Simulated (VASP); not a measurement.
## Al: single point with PBE

Crystal: Al.

```
Al
1.0
    -1.59122    1.59122    1.59122
     1.59122   -1.59122    1.59122
     1.59122    1.59122   -1.59122
Al
1
Direct
  0.00000 0.00000 0.00000
```

This isn't the form of Al at room conditions, which is fcc.

| Item | Value |
| --- | --- |
| Program | VASP 6.6.1 |
| Task | single point |
| Functional | PBE |
| Potentials or basis | VASP PAW PBE potentials, release 64 (Al) |
| Cutoff | 520 eV |
| k mesh | 10 × 10 × 10 |
| Occupations | gaussian, width 0.39 eV |
| Spin | no spin polarisation |

```yaml
Pressure: 4.2 GPa
Band_gap_on_the_k_mesh: none (metal or under the smearing width)
```

Levels at points of the mesh, in eV from the Fermi level:
```tsv
k point	band 1	band 2	band 3	band 4	band 5
(0.00, 0.00, 0.00)	-11.28	13.43	13.43	13.43	15.07
(0.50, 0.00, 0.00)	-4.40	-3.87	8.34	8.36	10.16
(0.50, 0.50, 0.50)	1.92	1.92	1.92	2.96	2.96
```

Run time: 4.9 s on 1 thread of Intel(R) Xeon(R) Platinum 8259CL CPU @ 2.50GHz (Skylake/Cascade Lake) (shared host), peak memory 0.12 GiB.
